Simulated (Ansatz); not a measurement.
## Br on a Cs site in CsBr

Method: DFT PBE, scalar-relativistic, plane waves, PAW (Ansatz). Run with 420 eV cutoff, 2×2×2 k-mesh, Gaussian smearing of 0.01 eV, collinear spin in charge +1 alone.

Host crystal, relaxed:

```xyz
2
Lattice="4.3865 0.0000 0.0000 0.0000 4.3865 0.0000 0.0000 0.0000 4.3865" Properties=species:S:1:pos:R:3 pbc="T T T"
Cs    0.0000    0.0000    0.0000
Br    2.1933    2.1933    2.1933
```

Supercell of 32 atoms, rows in host cell vectors: 2 2 0; 2 0 -2; 0 2 -2. Atoms relax at the host's cell, keeping the symmetry that the supercell leaves at the site. The cell is small, so energies carry finite-size errors of tenths of an eV. The host's Kohn–Sham gap is 4.26 eV. Atoms are taken from and returned to the elements' standard states. Charged cells are corrected for image charges with the computed static dielectric tensor (mean 9.5) and aligned with the host's potential at far atoms (alignment terms reach 0.77 eV; the program doubts the alignment in some charges, where it is up to 0.77 eV). No band-filling term is added, and the Fermi level counts from the host's valence band top.

Spin-orbit coupling is left out, which matters for the bands and energies of heavy elements.

Defect: Br on a Cs site set at (0.000, 0.000, 0.000) of the host cell. Before relaxation its nearest neighbours are 8 Br at 3.80 Å.

| charge | E_f at the valence band top (eV) | over the neutral state (eV) | moment (μB) | largest move (Å) | atoms near the site |
| --- | --- | --- | --- | --- | --- |
| +2 | 5.60 | 0.58 | 0.00 | 0.19 | 2 Br at 3.78 Å, 4 Br at 3.79 Å, 2 Br at 3.80 Å |
| +1 | 4.99 | -0.03 | 3.00 | 0.18 | 2 Br at 3.78 Å, 4 Br at 3.79 Å, 2 Br at 3.81 Å |
| 0 | 5.02 | 0.00 | 0.00 | 0.35 | 8 Br at 3.93 Å |

Among the charges computed the stable one is +1 at the valence band top, changing to 0 at 0.03 eV. In charge +2, 0 the cell has partly filled bands: a level of the defect may be part filled, the carrier may sit in the host's bands, or levels may cross between the k points, so transitions that involve it are doubtful.